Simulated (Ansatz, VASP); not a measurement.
SnSe2 in VASP and in Ansatz

```
Sn Se
1.0
     3.82516    0.00000    0.00000
    -1.91258    3.31269    0.00000
     0.00000    0.00000    6.22706
Sn Se
1 2
Cartesian
  0.0000 0.0000 0.0000
  0.0000 2.2085 1.5759
  1.9126 1.1042 4.6511
```

Alike in both runs: task single point; functional LDA; k mesh 12 × 12 × 4; no spin polarisation.

|  | VASP | Ansatz |
| --- | --- | --- |
| version | VASP 6.6.1 | Ansatz 0.2.0 |
| potentials or method | VASP PAW LDA potentials, release 64 (Sn_d, Se) | plane waves, PAW |
| plane-wave cutoff (eV) | 520 | 420 |
| occupations | gaussian, width 0.01 eV | fixed |
| valence electrons in the cell | 26 | 46 |

Ansatz gave:

```
gap on the k mesh at the Fermi level (eV)       : 0.61
pressure (GPa)                                  : -1.6
largest component of the traceless stress (GPa) : 0.17
rms of the force components (eV/Å)              : 0.010
```

Which values does VASP return?

gap on the k mesh at the Fermi level (eV): 0.62; pressure (GPa): -1.5; largest component of the traceless stress (GPa): 0.17; rms of the force components (eV/Å): 0.001.

Atom by atom the forces differ by 0.011 eV/Å (rms over components). The two sets of potentials don't hold the same shells in valence.

Caveats: spin-orbit coupling is left out, which moves the levels of the heavy elements. A k mesh can miss the band edges.
